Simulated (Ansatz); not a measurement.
**V: a trial structure relaxed**

Aim: relax V from this start, omega type (P6/mmm, No. 191), and see where it ends.

Method: DFT PBE, scalar-relativistic, plane waves, PAW, in Ansatz 0.2.0.

## Step 1: The starting structure

Symmetry: P6/mmm, No. 191, hexagonal system. Conventional cell: a = 4.499 Å, b = 4.499 Å, c = 2.758 Å, α = 90.00°, β = 90.00°, γ = 120.00°. Around V (site symmetry 6/mmm) lie 14 V at 2.76 to 2.94 Å. V (site symmetry -6m2) is surrounded by 11 V at 2.60 to 2.94 Å.

Structure file:

```xyz
3
Lattice="4.4992 0.0000 0.0000 -2.2496 3.8964 0.0000 0.0000 0.0000 2.7582" Properties=species:S:1:pos:R:3 pbc="T T T"
V     0.0000    0.0000    0.0000
V     0.0000    2.5976    1.3791
V     2.2496    1.2988    1.3791
```

(A quick probe on a coarse mesh, which set the mesh and smearing, is not shown.)

## Step 3: Coarse relaxation

Contents of input.yaml:

```yaml
crystal:
  lattice:
    - [4.4991650026, 0.0, 0.0]
    - [-2.2495825013, 3.896391188, 0.0]
    - [0.0, 0.0, 2.7581837624]
  atoms:
    - { symbol: V, position: [0.0, 0.0, 0.0], spin: 1.31 }
    - { symbol: V, position: [0.3333333333, 0.6666666667, 0.5], spin: -0.2 }
    - { symbol: V, position: [0.6666666667, 0.3333333333, 0.5], spin: -0.2 }
basis:
  ecutwfc: 420
kpoints:
  mp_grid: { grid: [6, 6, 6] }
hamiltonian:
  xc: pbe
scf:
  occupations: { method: gaussian, width: 0.1 }
  lower_state_search: "off"
output:
  forces: true
  stress: true
  eigenvalues: true
  populations: true
magnetization:
  spin_polarized: true
relax:
  adjacent_minimum: "off"
  f_tol: 0.04
  max_steps: 70
  cell: { stress_tol: 0.4 }
```

Further runs follow: relaxing cell and atoms.

**Question.** What will these runs give?

As calculated:

```
       quantity                                                                       value
           cell  a = 4.453 Å, b = 4.453 Å, c = 2.385 Å, α = 90.00°, β = 90.00°, γ = 120.00°
    space group                                                            P6/mmm (No. 191)
         volume                                                               13.65 Å³/atom
gap on the mesh                                                                none (metal)
```

**Reading.** The space group stayed P6/mmm, and from the first guess the volume went from 16.12 to 13.65 Å³/atom.
